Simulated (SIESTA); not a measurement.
Pb:

```
Pb
1.0
     0.00000    3.43900    3.43900
     3.43900    0.00000    3.43900
     3.43900    3.43900    0.00000
Pb
2
Direct
  0.25000 0.25000 0.25000
  0.00000 0.00000 0.00000
```

This isn't the form of Pb at room conditions, which is fcc.

- Program: SIESTA 5.4.2
- Task: relaxation of cell and atoms
- Functional: PBE
- Potentials or basis: PseudoDojo 0.4 standard (PBE files)
- Basis: TZDP (energy shift 0.003 Ry; two zetas on semicore shells)
- Grid cutoff: 500 Ry
- Energy shift: 0.003 Ry
- k mesh: 5 × 5 × 5
- Occupations: fermi-dirac, width 0.05 eV
- Spin: no spin polarisation

At the start: pressure 3.2 GPa; volume 40.67 Å³/atom.

Q: How do energy, volume and symmetry change on relaxing?

A: Over 5 steps the energy falls by 39.8 meV/atom and the volume is 45.05 Å³/atom (+10.8 %); space group Fd-3m (No. 227, to 0.05 Å).

The path:
| step | energy change (eV) | largest force (eV/Å) | pressure (GPa) | volume (Å³) |
| --- | --- | --- | --- | --- |
| 1 | 0.0000 | 0.0001 | 3.22 | 81.34 |
| 2 | -0.0451 | 0.0001 | 1.99 | 84.19 |
| 3 | -0.0784 | 0.0002 | 0.33 | 88.89 |
| 4 | -0.0660 | 0.0001 | -1.04 | 94.17 |
| 5 | -0.0796 | 0.0002 | 0.00 | 90.09 |

Final structure:
```
Pb
1.0
     0.00026    3.55826    3.55826
     3.55826    0.00026    3.55826
     3.55826    3.55826    0.00026
Pb
2
Direct
  0.24999 0.24999 0.24999
  0.00001 0.00001 0.00001
```

Caveat: the basis of atomic orbitals isn't converged, which shifts pressures, moduli and gaps.
